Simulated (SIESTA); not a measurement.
# BaZrO3 under changes of volume

One of the cells (15.021 Å³/atom); the others are scaled copies at fixed shape and fractional positions:

```
Ba Zr O
1.0
     4.21910    0.00000    0.00000
     0.00000    4.21910    0.00000
     0.00000    0.00000    4.21910
Ba Zr O
1 1 3
Direct
  0.00000 0.00000 0.00000
  0.50000 0.50000 0.50000
  0.50000 0.50000 0.00000
  0.50000 0.00000 0.50000
  0.00000 0.50000 0.50000
```

| Item | Value |
| --- | --- |
| Program | SIESTA 5.4.2 |
| Functional | PBE |
| Potentials or basis | PseudoDojo 0.4 standard (PBE files) |
| Basis | DZP (energy shift 0.003 Ry; two zetas on semicore shells; d shell added on Ba) |
| Grid cutoff | 800 Ry |
| Energy shift | 0.003 Ry |
| k mesh | 6 × 6 × 6 |
| Occupations | fermi-dirac, width 0.05 eV |
| Spin | no spin polarisation |

```csv
volume (Å³/atom),energy over the lowest point (meV/atom),pressure (GPa),gap on the mesh (eV)
13.843,85.62,19.7,3.13
14.137,53.81,15.0,3.09
14.432,?,?,?
15.021,3.90,3.6,2.97
15.315,0.00,0.6,2.93
15.610,1.45,-2.1,2.89
```

Task: What does the run at 14.432 Å³/atom give?

Result: Energy over the lowest point 30.13 meV/atom; pressure 10.8 GPa; gap on the mesh 3.05 eV.

Worked out: A Birch-Murnaghan fit of order 3 (a polynomial in V^(-2/3)) to the other rows has its minimum at 15.38 Å³/atom with B0 = V·E''(V) = 148 GPa and B' = 4.5. It gives 30.07 meV/atom at 14.432 Å³/atom, against the run's 30.13, and -dE/dV = 10.8 GPa, against 10.8. A straight line through the other rows of the gap, of slope -1.99 eV per unit of ln V, gives 3.05 eV, against the run's 3.05.

Energies are extrapolated to zero smearing.

Caveats: this set's barium file shifts pressures by up to 1 GPa against other sets; spin-orbit coupling is left out, which moves the levels of the heavy elements; the basis of atomic orbitals isn't converged, which shifts pressures, moduli and gaps.

A mesh can miss the band edges.
